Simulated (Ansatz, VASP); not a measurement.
## Ni in VASP and in Ansatz

INCAR

```
  ALGO = Normal
  EDIFF = 1E-6
  ENCUT = 520
  GGA = PE
  ISIF = 2
  ISMEAR = -1
  ISPIN = 2
  LASPH = True
  LCHARG = True
  LELF = True
  LMAXMIX = 4
  LORBIT = 11
  LREAL = False
  LVHAR = True
  LWAVE = False
  MAGMOM = 1
  NBANDS = 15
  NELM = 150
  PREC = Accurate
  SIGMA = 0.05
```

File KPOINTS:

```
k-points
0
Gamma
  13 13 13
```

File POSCAR:

```
Ni
1.0
   -1.4108540358      1.4108540358      1.4108540358
    1.4108540358     -1.4108540358      1.4108540358
    1.4108540358      1.4108540358     -1.4108540358
Ni
1
Direct
    0.0000000000      0.0000000000      0.0000000000
```

File input.yaml:

```yaml
crystal:
  lattice:
    - [-1.4108540358, 1.4108540358, 1.4108540358]
    - [1.4108540358, -1.4108540358, 1.4108540358]
    - [1.4108540358, 1.4108540358, -1.4108540358]
  atoms:
    - { symbol: Ni, position: [0.0, 0.0, 0.0], spin: 1.0 }
kpoints:
  mp_grid: { grid: [13, 13, 13] }
scf:
  occupations: { method: fermi_dirac, width: 0.05 }
hamiltonian:
  xc: pbe
  pseudopotentials: { kind: all_electron, lapw: { basis_error: 0.0005 } }
magnetization:
  spin_polarized: true
output:
  forces: true
  stress: true
  eigenvalues: true
```

Change from the starting cell: volume scaled by 1.06.

Alike in both runs: task single point; functional PBE; k mesh 13 × 13 × 13; occupations fermi-dirac, width 0.05 eV; collinear spin.

|  | VASP | Ansatz |
| --- | --- | --- |
| version | VASP 6.6.1 | Ansatz 0.2.0 |
| potentials or method | VASP PAW PBE potentials, release 64 (Ni) | all-electron LAPW, scalar-relativistic |
| plane-wave cutoff (eV) | 520 | see its input |

Ansatz gave:

| Item | Value |
| --- | --- |
| gap on the k mesh at the Fermi level (eV) | none |
| pressure (GPa) | -3.8 |
| net moment per atom (μB) | 0.61 |
| size of the moment on the site where the two differ most (μB) | 0.64 |

Question: Which values does VASP return?

Answer: gap on the k mesh at the Fermi level (eV): none; pressure (GPa): -3.8; net moment per atom (μB): 0.60; size of the moment on the site where the two differ most (μB): 0.61.

Site moments also hang on the region over which each program counts them. A gap of «none» marks a metal or a gap that the smearing closes. Ansatz ran all-electron here, so the differences hold the error of VASP's frozen core and of both bases.
